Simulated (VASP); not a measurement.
From an Ansatz input to VASP: HgTe (strained zincblende)

Ansatz input

```yaml
crystal:
  lattice:
    - [0.0, 3.1904831497, 3.1904831497]
    - [3.1904831497, 0.0, 3.1904831497]
    - [3.1904831497, 3.1904831497, 0.0]
  atoms:
    - { symbol: Hg, position: [0.0, 0.0, 0.0] }
    - { symbol: Te, position: [0.25, 0.25, 0.25] }
kpoints:
  mp_grid: { grid: [6, 6, 6] }
  band_path:
    path:
      - [0.0, 0.0, 0.0]
      - [-0.5, -0.5, 0.0]
      - [-0.375, -0.375, 0.25]
      - [-0.375, 0.0, 0.375]
      - [0.0, 0.0, 0.5]
      - [-0.5, -0.25, 0.25]
    npoints: 1
hamiltonian:
  xc: pbe
scf:
  occupations: { method: fermi_dirac, width: 0.02 }
  n_extra_bands: 4
output:
  forces: true
  stress: true
  eigenvalues: true
```

Problem. Translate this input to VASP.

Solution. 

INCAR

```
PREC = Accurate
ENCUT = 520
EDIFF = 1E-7
ISIF = 2
ISMEAR = -1
LWAVE = .FALSE.
LCHARG = .FALSE.
SIGMA = 0.02
IBRION = -1
NBANDS = 16
LREAL = .FALSE.
GGA = PE
NELM = 120
NSW = 0
LASPH = .TRUE.
```

KPOINTS

```
KPOINTS created by Atomic Simulation Environment
0
Gamma
6 6 6
0 0 0
```

KPOINTS_OPT

```
special points
6
Reciprocal
0.0000000000 0.0000000000 0.0000000000 1
-0.5000000000 -0.5000000000 0.0000000000 1
-0.3750000000 -0.3750000000 0.2500000000 1
-0.3750000000 0.0000000000 0.3750000000 1
0.0000000000 0.0000000000 0.5000000000 1
-0.5000000000 -0.2500000000 0.2500000000 1
```

POSCAR

```
Hg Te
 1.0000000000000000
     0.0000000000000000    3.1904831496999999    3.1904831496999999
     3.1904831496999999    0.0000000000000000    3.1904831496999999
     3.1904831496999999    3.1904831496999999    0.0000000000000000
 Hg  Te
   1   1
Cartesian
  0.0000000000000000  0.0000000000000000  0.0000000000000000
  1.5952415748500004  1.5952415748500004  1.5952415748500004
```

VASP ran with the recommended PBE PAW datasets (18 valence electrons in the cell). Other inputs would serve too.

|  | Ansatz | VASP |
| --- | --- | --- |
| gap between bands v and c | 0.00 eV | 0.00 eV |
| least direct gap | 0.00 eV | 0.00 eV |
| pressure | 5.9 GPa | 6.0 GPa |

Datasets and cutoffs are each program's own. VASP's cell holds 18 valence electrons and Ansatz's 36. Ansatz's stress includes a Pulay correction; VASP's doesn't.
